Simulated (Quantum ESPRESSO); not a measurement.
Ag under changes of volume

One of the cells (17.048 Å³/atom); the others are scaled copies at fixed shape and fractional positions:

```
Ag
1.0
     0.00000    2.04275    2.04275
     2.04275    0.00000    2.04275
     2.04275    2.04275    0.00000
Ag
1
Direct
  0.00000 0.00000 0.00000
```

- Program: Quantum ESPRESSO 7.5
- Functional: vdW-DF2
- Potentials or basis: PseudoDojo 0.4.1 SR PBE standard
- Cutoff: 1116 eV
- Density cutoff: 4463 eV
- k mesh: 11 × 11 × 11
- Occupations: fermi-dirac, width 0.05 eV
- Spin: no spin polarisation

```csv
volume (Å³/atom),energy over the lowest point (meV/atom),pressure (GPa)
16.025,215.72,26.6
16.366,163.19,22.8
16.707,118.39,19.3
17.048,80.38,16.3
17.389,?,?
17.730,21.83,11.2
18.071,0.00,9.0
```

Q: What does the run at 17.389 Å³/atom give?

A: Energy over the lowest point 48.40 meV/atom; pressure 13.6 GPa.

Worked out: A Birch-Murnaghan fit of order 3 (a polynomial in V^(-2/3)) to the other rows has no minimum within the range. It gives 48.43 meV/atom at 17.389 Å³/atom, against the run's 48.40, and -dE/dV = 13.7 GPa, against 13.6.

Energies are extrapolated to zero smearing.

Caveats: the potentials were made for another functional, which shifts forces and pressure.
